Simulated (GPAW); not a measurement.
CdTe: dielectric tensor with PBE

**Measured values to compare with.**

From a printed reference work, data compilation, for a bulk crystal of CdTe at 0 K: band gap 1.607 eV.

The system is CdTe.

```
Te Cd
1.0
     0.00000    3.20500    3.20500
     3.20500    0.00000    3.20500
     3.20500    3.20500    0.00000
Te Cd
1 1
Cartesian
  4.8075 4.8075 4.8075
  0.0000 0.0000 0.0000
```

```json
{
  "Program": "GPAW 26.7.0",
  "Task": "dielectric tensor",
  "Functional": "PBE",
  "Potentials or basis": "GPAW PAW data sets (gpaw-data 1.2.1)",
  "Cutoff": "450 eV",
  "Basis": "pw",
  "k mesh": "6 × 6 × 6",
  "Occupations": "fermi-dirac, width 0.001 eV",
  "Spin": "no spin polarisation",
  "Response ecut": "80 eV",
  "Maxiter": "150",
  "Response k mesh": "18 × 18 × 18",
  "Response bands": "29",
  "Kernels": "[\"RPA\"]",
  "Coarser k mesh": "18 × 18 × 18"
}
```

The band gap on the k mesh is 0.87 eV, direct and the electronic dielectric tensor (diagonal) is 7.84.

Electronic dielectric tensor:
```
7.84 0.00 0.00
0.00 7.84 0.00
0.00 0.00 7.84
```

Wall time 2.5 min on 1 thread of AMD EPYC 7B13 (Zen 3) (shared host), peak memory 0.52 GiB.

Measured gap of CdTe: 1.607 eV (0 K; a printed reference work, data compilation). This calculation gives 0.87 eV (-0.74 eV). Spin-orbit coupling on Cd, Te is left out. The value is that of PBE on a finite k mesh, which can miss the band edges, without temperature or zero-point motion. Semilocal functionals fall short of measured gaps as a rule.

Caveat: the long-wavelength limit can be off by several per cent where d states take part; spin-orbit coupling is left out, which moves the levels of the heavy elements.
